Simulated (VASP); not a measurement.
Sn:

```xyz
1
Lattice="-1.8947 1.8947 1.8947 1.8947 -1.8947 1.8947 1.8947 1.8947 -1.8947" Properties=species:S:1:pos:R:3 pbc="T T T"
Sn    0.0000    0.0000    0.0000
```

This isn't the form of Sn at room conditions, which is tetragonal (white tin).

- Program: VASP 6.6.1
- Task: relaxation of cell and atoms
- Functional: PBE
- Dispersion: D3(BJ)
- Potentials or basis: VASP PAW PBE potentials, release 64 (Sn_d)
- Cutoff: 600 eV
- k mesh: 10 × 10 × 10
- Occupations: fermi-dirac, width 0.05 eV
- Spin: no spin polarisation

At the start: pressure -1.6 GPa; volume 27.20 Å³/atom.

Problem. Where does the relaxation end?

Solution. Over 3 steps the energy falls by 5.0 meV/atom and the volume is 26.26 Å³/atom (-3.5 %); space group Im-3m (No. 229, to 0.05 Å).

The path:
```csv
step,energy change (eV),largest force (eV/Å),pressure (GPa),volume (Å³)
1,0.0000,0.0000,-1.60,27.20
2,-0.0049,0.0000,0.22,26.15
3,-0.0050,0.0000,0.02,26.26
```

Final structure:
```
Sn
1.0
    -1.87234    1.87234    1.87234
     1.87234   -1.87234    1.87234
     1.87234    1.87234   -1.87234
Sn
1
Direct
  0.00000 0.00000 0.00000
```

Caveat: pairwise dispersion overbinds metals, which lowers pressure and volume.
